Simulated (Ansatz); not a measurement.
# Structures of TaN: which is lowest?

Plane-wave DFT in Ansatz with scalar-relativistic PAW potentials, cutoff 420 eV, Γ-centred meshes chosen by cell and gap, Gaussian smearing with energies taken to zero width. Every cell was relaxed (cell and atoms) in a run of its own, within the symmetry of its start. Functional: LDA.

Relaxed structures (starts from databases or built by putting these elements on another compound's sites):
A. P6_3mc, 4 atoms in the computed cell, a = 3.103 Å, c = 6.011 Å; sites (symmetry × multiplicity) Ta 3m. × 2, N 3m. × 2; start: database
B. Fm-3m, 2 atoms in the computed cell, a = 4.349 Å; sites (symmetry × multiplicity) Ta m-3m × 4, N m-3m × 4; start: database
C. P-6m2, 2 atoms in the computed cell, a = 2.907 Å, c = 2.852 Å; sites (symmetry × multiplicity) Ta -6m2 × 1, N -6m2 × 1; start: database
D. P6_3/mmc, 4 atoms in the computed cell, a = 2.872 Å, c = 5.821 Å; sites (symmetry × multiplicity) Ta -3m. × 2, N -6m2 × 2; start: database

Question: Rank them by energy. Could pressure change the order?

Answer:
```tsv
structure	group	E − E(lowest) (meV/atom)	V (Å³/atom)	gap on mesh (eV)
C	P-6m2	0.0	10.43	0.00
D	P6_3/mmc	205	10.39	0.00
B	Fm-3m	287	10.28	0.00
A	P6_3mc	475	12.53	0.00
```

C is lowest, 205 meV/atom under D. The two lowest differ in volume by under 3 %, too little for a first-order estimate of what pressure does to that pair (other pairs aren't weighed here); with rigid cells even 3 % in favour of the higher one would need about 105 GPa. Other structures may lie lower than all of these, and vibrations aren't counted.

Spin-orbit coupling is left out, which matters for the bands of heavy elements.